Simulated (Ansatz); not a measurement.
Wanted: the native input for an Ansatz 0.2.0 run.

* Task: projected density of states
* Functional: LDA
* Potentials or basis: Ansatz PAW
* Cutoff: 420 eV (not typed: the program's choice for these potentials)
* k mesh: 4 × 4 × 4
* Occupations: fermi-dirac, width 0.05 eV
* Spin: no spin polarisation

The system is TiSe.

```
CELL_PARAMETERS angstrom
0.00000 3.10300 3.10300
3.10300 0.00000 3.10300
3.10300 3.10300 0.00000
ATOMIC_POSITIONS crystal
Ti 0.00000 0.00000 0.00000
Se 0.25000 0.25000 0.25000
```

The cell comes from a database or a generator and needn't be the stable form of this composition.

One way to write it, as run:

input.yaml

```yaml
crystal:
  lattice:
    - [0.0, 3.10300365, 3.10300365]
    - [3.10300365, 0.0, 3.10300365]
    - [3.10300365, 3.10300365, 0.0]
  atoms:
    - { symbol: Ti, position: [0.0, 0.0, 0.0] }
    - { symbol: Se, position: [0.25, 0.25, 0.25] }
hamiltonian:
  xc: lda
  pseudopotentials: { kind: paw }
kpoints:
  mp_grid: { grid: [4, 4, 4] }
scf:
  occupations: { method: fermi_dirac, width: 0.05 }
  n_extra_bands: 6
output:
  forces: true
  stress: true
  eigenvalues: true
  dos: { projected: true, de: 0.05, nscf_kmesh: { grid: [6, 6, 6] } }
  write_density: true
  write_potential: true
  elf: true
  volumetric_format: npy
```

Potentials or basis: Ansatz PAW.

Command:

```console
$ ansatz run input.yaml --threads 2 --pin off --max-ram 5632MiB --backend cpu --events-out ev --progress --plain --runs-dir out
```

Results of the run:

```
Pressure                             : -13.2 GPa
Band gap on the k mesh               : none (metal or under the smearing width)
Density of states at the Fermi level : 4.66 states/eV per cell
```

Caveat: the k mesh is coarse (spacing up to 0.44 Å⁻¹), so the values aren't converged; the PAW data sets come from PBE, with cores solved anew for the run's functional, which leaves a small shift of forces and pressure; the density of states is complete only up to the lowest level of the last band computed.

It took 1.7 s on 2 threads of Arm Neoverse V1 (shared host), peak memory 0.31 GiB.
